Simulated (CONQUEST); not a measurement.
SnSe:

```
CELL_PARAMETERS angstrom
4.19000 0.00000 0.00000
0.00000 4.46000 0.00000
0.00000 0.00000 11.42000
ATOMIC_POSITIONS crystal
Sn 0.75000 0.90900 0.87700
Sn 0.25000 0.40900 0.62300
Sn 0.75000 0.59100 0.37700
Sn 0.25000 0.09100 0.12300
Se 0.75000 0.98400 0.64300
Se 0.25000 0.48400 0.85700
Se 0.75000 0.51600 0.14300
Se 0.25000 0.01600 0.35700
```

Base run:

```yaml
Program: CONQUEST 1.3
Functional: PBE
Potentials_or_basis: PseudoDojo NC PBE, SZP, grid cutoff 120 Ha
k_mesh: 5 × 5 × 2
Occupations: fermi-dirac, width 0.05 eV
Spin: no spin polarisation
```

Its results: band gap on the k mesh 0.84 eV, indirect (least direct gap 1.14 eV); pressure 4.9 GPa; largest force 0.741 eV/Å.

Q: After a change of settings the same cell gave: band gap on the k mesh 0.78 eV, indirect (least direct gap 1.07 eV); pressure 4.9 GPa; largest force 0.762 eV/Å. Which change was it?
A. potentials or basis from PseudoDojo NC PBE, SZP, grid cutoff 120 Ha to PseudoDojo NC PBE, DZP, grid cutoff 120 Ha; k mesh from 5 × 5 × 2 to 6 × 6 × 3
B. potentials or basis from PseudoDojo NC PBE, SZP, grid cutoff 120 Ha to PseudoDojo NC PBE, DZ, grid cutoff 120 Ha; k mesh from 5 × 5 × 2 to 6 × 6 × 3
C. k mesh from 5 × 5 × 2 to 4 × 4 × 2
D. k mesh from 5 × 5 × 2 to 8 × 8 × 3

A: D.

Caveats: the atomic basis is small; spin-orbit coupling is left out, which moves the levels of the heavy elements; an odd mesh through Γ misses points on the zone boundary, where band edges often lie; the basis of atomic orbitals isn't converged, which shifts pressures, moduli and gaps.

Not every run made on this cell is shown here.
